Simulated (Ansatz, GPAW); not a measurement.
# GaSb: programs and potentials compared

```xyz
2
Lattice="0.0000 3.0590 3.0590 3.0590 0.0000 3.0590 3.0590 3.0590 0.0000" Properties=species:S:1:pos:R:3 pbc="T T T"
Sb    4.5885    4.5885    4.5885
Ga    0.0000    0.0000    0.0000
```

Alike in all runs: task single point; functional PBE; k mesh 8 × 8 × 8; occupations gaussian, width 0.014 eV; no spin polarisation; no spin-orbit coupling. Pressure is positive in compression and, in plane waves, holds the error of the finite cutoff, which Ansatz's Pulay term estimates and takes out.

```json
{"program and potentials": "Ansatz, Ansatz PAW", "plane-wave cutoff (eV)": "420", "notes": "14 valence electrons an atom on average; Pulay term of +0.04 GPa included", "band gap (eV)": "0.03", "pressure (GPa)": "2.29"}
{"program and potentials": "Ansatz, all-electron LAPW, scalar-relativistic", "plane-wave cutoff (eV)": "-", "notes": "-", "band gap (eV)": "0.04", "pressure (GPa)": "2.29"}
{"program and potentials": "GPAW, GPAW PAW data sets (gpaw-data 1.2.1)", "plane-wave cutoff (eV)": "600", "notes": "9 valence electrons an atom on average", "band gap (eV)": "0.09", "pressure (GPa)": "2.31"}
```

The band gap spans 0.03 (Ansatz, Ansatz PAW) to 0.09 eV (GPAW, GPAW PAW data sets (gpaw-data 1.2.1)), with all-electron results at 0.04. The pressure spans 2.29 (Ansatz, Ansatz PAW) to 2.31 GPa (GPAW, GPAW PAW data sets (gpaw-data 1.2.1)), with all-electron results at 2.29. Spin-orbit coupling, left out here, moves the band edges of heavy atoms.

The functional is the same throughout but for its coding, so the spread measures potentials, basis and numerics; runs on potential files found faulty are left out.
